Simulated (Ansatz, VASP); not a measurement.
# GaP (GaP (F-43m)) in two plane-wave programs

Aim: how closely do two programs agree when they are given the same cell, functional and k mesh? The cell is taken from a series of runs on this material, whose earlier steps may have relaxed, scaled, displaced or heated it; both programs get it as it stands.

Main program and level: Ansatz 0.2.0; plane waves, with VASP 6.6.1 beside it; single point at PBEsol.

### Step 1. Set-up

It takes space group F-43m (No. 216, cubic). Conventional cell: a = 5.439 Å, b = 5.439 Å, c = 5.439 Å, α = 90.00°, β = 90.00°, γ = 90.00°. Nearest to Ga lie 4 P at 2.36 Å. P has 4 Ga at 2.36 Å nearest. Farther neighbours are not listed.

### Step 2. VASP: single point, PBEsol

With cell and atoms fixed, the geometry can't cause a difference; cores, projectors, grids and the points listed under the comparison can.

Lines of VASP's logs that name or quote its potential files are left out, and so is its time.

INCAR reads:

```
SYSTEM = GaP
PREC = Accurate
ENCUT = 400
EDIFF = 1E-06
NELM = 120
ISMEAR = 0
SIGMA = 0.01
LREAL = .FALSE.
ALGO = Normal
GGA = PS
NBANDS = 15
LORBIT = 11
LWAVE = .FALSE.
LCHARG = .FALSE.
ISIF = 2
ISYM = 2
LASPH = .TRUE.
GGA_COMPAT = .FALSE.
EFERMI = MIDGAP
```

POSCAR reads:

```
GaP
1.0
    0.0000000000      2.7194432600      2.7194432600
    2.7194432600      0.0000000000      2.7194432600
    2.7194432600      2.7194432600      0.0000000000
Ga P
1 1
Direct
    0.0000000000      0.0000000000      0.0000000000
    0.7500000000      0.7500000000      0.7500000000
```

KPOINTS reads:

```
Points of the shifted mesh
125
Reciprocal
 0.0500000000  0.0500000000  0.0500000000 1
 0.0500000000  0.0500000000  0.2500000000 1
 0.0500000000  0.0500000000  0.4500000000 1
 0.0500000000  0.0500000000  0.6500000000 1
 0.0500000000  0.0500000000  0.8500000000 1
 0.0500000000  0.2500000000  0.0500000000 1
 0.0500000000  0.2500000000  0.2500000000 1
 0.0500000000  0.2500000000  0.4500000000 1
 0.0500000000  0.2500000000  0.6500000000 1
 0.0500000000  0.2500000000  0.8500000000 1
 0.0500000000  0.4500000000  0.0500000000 1
 0.0500000000  0.4500000000  0.2500000000 1
 0.0500000000  0.4500000000  0.4500000000 1
 0.0500000000  0.4500000000  0.6500000000 1
 0.0500000000  0.4500000000  0.8500000000 1
 0.0500000000  0.6500000000  0.0500000000 1
 0.0500000000  0.6500000000  0.2500000000 1
 0.0500000000  0.6500000000  0.4500000000 1
 0.0500000000  0.6500000000  0.6500000000 1
 0.0500000000  0.6500000000  0.8500000000 1
 0.0500000000  0.8500000000  0.0500000000 1
 0.0500000000  0.8500000000  0.2500000000 1
 0.0500000000  0.8500000000  0.4500000000 1
 0.0500000000  0.8500000000  0.6500000000 1
 0.0500000000  0.8500000000  0.8500000000 1
 0.2500000000  0.0500000000  0.0500000000 1
 0.2500000000  0.0500000000  0.2500000000 1
 0.2500000000  0.0500000000  0.4500000000 1
 0.2500000000  0.0500000000  0.6500000000 1
 0.2500000000  0.0500000000  0.8500000000 1
 0.2500000000  0.2500000000  0.0500000000 1
 0.2500000000  0.2500000000  0.2500000000 1
 0.2500000000  0.2500000000  0.4500000000 1
 0.2500000000  0.2500000000  0.6500000000 1
 0.2500000000  0.2500000000  0.8500000000 1
 0.2500000000  0.4500000000  0.0500000000 1
 0.2500000000  0.4500000000  0.2500000000 1
 0.2500000000  0.4500000000  0.4500000000 1
 0.2500000000  0.4500000000  0.6500000000 1
 0.2500000000  0.4500000000  0.8500000000 1
 0.2500000000  0.6500000000  0.0500000000 1
 0.2500000000  0.6500000000  0.2500000000 1
 0.2500000000  0.6500000000  0.4500000000 1
 0.2500000000  0.6500000000  0.6500000000 1
 0.2500000000  0.6500000000  0.8500000000 1
 0.2500000000  0.8500000000  0.0500000000 1
 0.2500000000  0.8500000000  0.2500000000 1
 0.2500000000  0.8500000000  0.4500000000 1
 0.2500000000  0.8500000000  0.6500000000 1
 0.2500000000  0.8500000000  0.8500000000 1
 0.4500000000  0.0500000000  0.0500000000 1
 0.4500000000  0.0500000000  0.2500000000 1
 0.4500000000  0.0500000000  0.4500000000 1
 0.4500000000  0.0500000000  0.6500000000 1
 0.4500000000  0.0500000000  0.8500000000 1
 0.4500000000  0.2500000000  0.0500000000 1
 0.4500000000  0.2500000000  0.2500000000 1
 0.4500000000  0.2500000000  0.4500000000 1
 0.4500000000  0.2500000000  0.6500000000 1
 0.4500000000  0.2500000000  0.8500000000 1
 0.4500000000  0.4500000000  0.0500000000 1
 0.4500000000  0.4500000000  0.2500000000 1
 0.4500000000  0.4500000000  0.4500000000 1
 0.4500000000  0.4500000000  0.6500000000 1
 0.4500000000  0.4500000000  0.8500000000 1
 0.4500000000  0.6500000000  0.0500000000 1
 0.4500000000  0.6500000000  0.2500000000 1
 0.4500000000  0.6500000000  0.4500000000 1
 0.4500000000  0.6500000000  0.6500000000 1
 0.4500000000  0.6500000000  0.8500000000 1
 0.4500000000  0.8500000000  0.0500000000 1
 0.4500000000  0.8500000000  0.2500000000 1
 0.4500000000  0.8500000000  0.4500000000 1
 0.4500000000  0.8500000000  0.6500000000 1
 0.4500000000  0.8500000000  0.8500000000 1
 0.6500000000  0.0500000000  0.0500000000 1
 0.6500000000  0.0500000000  0.2500000000 1
 0.6500000000  0.0500000000  0.4500000000 1
 0.6500000000  0.0500000000  0.6500000000 1
 0.6500000000  0.0500000000  0.8500000000 1
 0.6500000000  0.2500000000  0.0500000000 1
 0.6500000000  0.2500000000  0.2500000000 1
 0.6500000000  0.2500000000  0.4500000000 1
 0.6500000000  0.2500000000  0.6500000000 1
 0.6500000000  0.2500000000  0.8500000000 1
 0.6500000000  0.4500000000  0.0500000000 1
 0.6500000000  0.4500000000  0.2500000000 1
 0.6500000000  0.4500000000  0.4500000000 1
 0.6500000000  0.4500000000  0.6500000000 1
 0.6500000000  0.4500000000  0.8500000000 1
 0.6500000000  0.6500000000  0.0500000000 1
 0.6500000000  0.6500000000  0.2500000000 1
 0.6500000000  0.6500000000  0.4500000000 1
 0.6500000000  0.6500000000  0.6500000000 1
 0.6500000000  0.6500000000  0.8500000000 1
 0.6500000000  0.8500000000  0.0500000000 1
 0.6500000000  0.8500000000  0.2500000000 1
 0.6500000000  0.8500000000  0.4500000000 1
 0.6500000000  0.8500000000  0.6500000000 1
 0.6500000000  0.8500000000  0.8500000000 1
 0.8500000000  0.0500000000  0.0500000000 1
 0.8500000000  0.0500000000  0.2500000000 1
 0.8500000000  0.0500000000  0.4500000000 1
 0.8500000000  0.0500000000  0.6500000000 1
 0.8500000000  0.0500000000  0.8500000000 1
 0.8500000000  0.2500000000  0.0500000000 1
 0.8500000000  0.2500000000  0.2500000000 1
 0.8500000000  0.2500000000  0.4500000000 1
 0.8500000000  0.2500000000  0.6500000000 1
 0.8500000000  0.2500000000  0.8500000000 1
 0.8500000000  0.4500000000  0.0500000000 1
 0.8500000000  0.4500000000  0.2500000000 1
 0.8500000000  0.4500000000  0.4500000000 1
 0.8500000000  0.4500000000  0.6500000000 1
 0.8500000000  0.4500000000  0.8500000000 1
 0.8500000000  0.6500000000  0.0500000000 1
 0.8500000000  0.6500000000  0.2500000000 1
 0.8500000000  0.6500000000  0.4500000000 1
 0.8500000000  0.6500000000  0.6500000000 1
 0.8500000000  0.6500000000  0.8500000000 1
 0.8500000000  0.8500000000  0.0500000000 1
 0.8500000000  0.8500000000  0.2500000000 1
 0.8500000000  0.8500000000  0.4500000000 1
 0.8500000000  0.8500000000  0.6500000000 1
 0.8500000000  0.8500000000  0.8500000000 1
```

PAW data sets: Ga_d and P (PBE family, release 64).

Started as:

```sh
$ mpirun -np 1 vasp_std
```

Numbers of over 12 decimals in the logs are rounded to 6 here.

Output:

```text
[banner, memory and clock lines left out]
running    1 mpi-ranks, on    1 nodes
 distrk:  each k-point on    1 cores,    1 groups
 distr:  one band on    1 cores,    1 groups

 POSCAR found type information on POSCAR GaP
 POSCAR found :  2 types and       2 ions
|                                                                             |
|               ----> ADVICE to this user running VASP <----                  |
|                                                                             |
|     You enforced a specific xc type in the INCAR file but a different       |
|     [... a line on the potential file left out ...]
|     I HOPE YOU KNOW WHAT YOU ARE DOING!                                     |
|                                                                             |

 LDA part: xc-table for (Slater+PW92), standard interpolation
 POSCAR, INCAR and KPOINTS ok, starting setup
 FFT: planning ... GRIDC
 FFT: planning ... GRID_SOFT
 FFT: planning ... GRID
 WAVECAR not read
 entering main loop
       N       E                     dE             d eps       ncg     rms          rms(c)
DAV:   1     0.710186522590E+02    0.71019E+02   -0.80068E+03  3884   0.149E+03
DAV:   2    -0.485880006224E+01   -0.75877E+02   -0.72593E+02  4282   0.279E+02
DAV:   3    -0.101029088356E+02   -0.52441E+01   -0.52273E+01  4611   0.625E+01
DAV:   4    -0.101889993483E+02   -0.86091E-01   -0.86055E-01  4684   0.866E+00
DAV:   5    -0.101907546339E+02   -0.17553E-02   -0.17552E-02  4835   0.106E+00    0.415E+00
DAV:   6    -0.994066949109E+01    0.25009E+00   -0.37652E-01  5779   0.122E+01    0.264E+00
DAV:   7    -0.990132711078E+01    0.39342E-01   -0.85262E-02  4930   0.234E+00    0.991E-01
DAV:   8    -0.989860526344E+01    0.27218E-02   -0.12887E-02  4779   0.137E+00    0.180E-01
DAV:   9    -0.989877239913E+01   -0.16714E-03   -0.10532E-03  5642   0.443E-01    0.619E-02
DAV:  10    -0.989879553220E+01   -0.23133E-04   -0.56781E-05  5728   0.838E-02    0.249E-02
DAV:  11    -0.989882316149E+01   -0.27629E-04   -0.27810E-05  4261   0.525E-02    0.549E-03
DAV:  12    -0.989882314657E+01    0.14919E-07   -0.94453E-07  3576   0.118E-02
   1 F= -.98988231E+01 E0= -.98988231E+01  d E =0.000000E+00
```

OUTCAR, selected parts (step 2):

```text
ion  position               nearest neighbor table
   1  0.000  0.000  0.000-   2 2.36   2 2.36   2 2.36   2 2.36
   2  0.750  0.750  0.750-   1 2.36   1 2.36   1 2.36   1 2.36

  LATTYP: Found a face centered cubic cell.
 ALAT       =     5.4388865200

 Subroutine GETGRP returns: Found 24 space group operations
 (whereof 24 operations were pure point group operations)

The static configuration has the point symmetry T_d .

   k-points           NKPTS =    125   k-points in BZ     NKDIM =    125   number of bands    NBANDS=     15

   dimension x,y,z NGX =    28 NGY =   28 NGZ =   28
   dimension x,y,z NGXF=    56 NGYF=   56 NGZF=   56

   ENCUT  =  400.0 eV  29.40 Ry    5.42 a.u.   6.27  6.27  6.27*2*pi/ulx,y,z

   NELECT =      18.0000    total number of electrons

 k-points in reciprocal lattice and weights: Points of the shifted mesh
   0.05000000  0.05000000  0.05000000       0.008
   0.05000000  0.05000000  0.25000000       0.008
   0.05000000  0.05000000  0.45000000       0.008
   0.05000000  0.05000000  0.65000000       0.008
   0.05000000  0.05000000  0.85000000       0.008
   0.05000000  0.25000000  0.05000000       0.008
   0.05000000  0.25000000  0.25000000       0.008
   0.05000000  0.25000000  0.45000000       0.008
   0.05000000  0.25000000  0.65000000       0.008
[...]
0.85000000  0.85000000  0.65000000       0.008
   0.85000000  0.85000000  0.85000000       0.008

 average (electrostatic) potential at core
       1 -65.1370       2 -83.3182

 E-fermi :   5.3945

 k-point     1 :       0.0500    0.0500    0.0500
  band No.  band energies     occupation
    ...
      5      -9.8141      2.00000
      6      -7.8994      2.00000
      7       4.2430      2.00000
      8       4.5991      2.00000
      9       4.5991      2.00000
     10       6.7023      0.00000
     11       8.5145      0.00000
     12       8.5268      0.00000
     13       8.5268      0.00000
     14      13.4061      0.00000
    ...

 k-point     2 :       0.0500    0.0500    0.2500
  band No.  band energies     occupation
    ...
      5      -9.8118      2.00000
      6      -7.3037      2.00000
      7       1.2878      2.00000
      8       3.7090      2.00000
      9       4.2093      2.00000
     10       7.0575      0.00000
     11       9.1042      0.00000
     12       9.3008      0.00000
     13      10.4221      0.00000
     14      13.0659      0.00000
    ...

 k-point     3 :       0.0500    0.0500    0.4500
  band No.  band energies     occupation
    ...
      5      -9.8074      2.00000
      6      -6.0491      2.00000
      7      -1.6580      2.00000
      8       3.2520      2.00000
      9       3.5804      2.00000
     10       6.5283      0.00000
     11       9.3172      0.00000
     12       9.3520      0.00000
     13      12.7182      0.00000
     14      14.6640      0.00000
    ...

  Total       -0.0592752     -0.0592752     -0.0592752      0.0000000      0.0000000     -0.0000000
  in kB       -2.3610973     -2.3610973     -2.3610973      0.0000000      0.0000000     -0.0000000
  external PRESSURE =      -2.3610973 kB  Pullay stress =       0.0000000 kB

  energy-cutoff  :      400.00
  volume of cell :       40.22
      direct lattice vectors                 reciprocal lattice vectors
     0.000000000  2.719443260  2.719443260    -0.183861163  0.183861163  0.183861163
     2.719443260  0.000000000  2.719443260     0.183861163 -0.183861163  0.183861163
     2.719443260  2.719443260  0.000000000     0.183861163  0.183861163 -0.183861163

 POSITION                                       TOTAL-FORCE (eV/Angst)
 -----------------------------------------------------------------------------------
      0.00000      0.00000      0.00000         0.000000      0.000000      0.000000
      4.07916      4.07916      4.07916        -0.000000     -0.000000     -0.000000
 -----------------------------------------------------------------------------------
    total drift:                               -0.000001     -0.000001     -0.000001

  FREE ENERGIE OF THE ION-ELECTRON SYSTEM (eV)
  ---------------------------------------------------
  free  energy   TOTEN  =        -9.8988231466 eV

  energy  without entropy=       -9.8988231466  energy(sigma->0) =       -9.89882315

 total charge
# of ion       s       p       d       tot
------------------------------------------
    1        0.863   0.862  10.014  11.738
    2        1.016   1.515   0.000   2.531
--------------------------------------------------
tot          1.878   2.377  10.014  14.269

[... 3 further parts left out ...]
```

The run ends at a pressure of -0.24 GPa.

(Continued in part 2 of 2.)

[Lines on the potential files, build, host, timing and source positions are cut from VASP's logs without a mark.]

[Logs are printed without paths, hosts, clocks, repeated set-up lines and the standing remarks that a program may print on its own settings, such as how far it seeks lower states.]

[Hosts, paths, dates, database ids (printed as entryN), source tags and the programs' standing remarks are cut or masked in the printed files.]
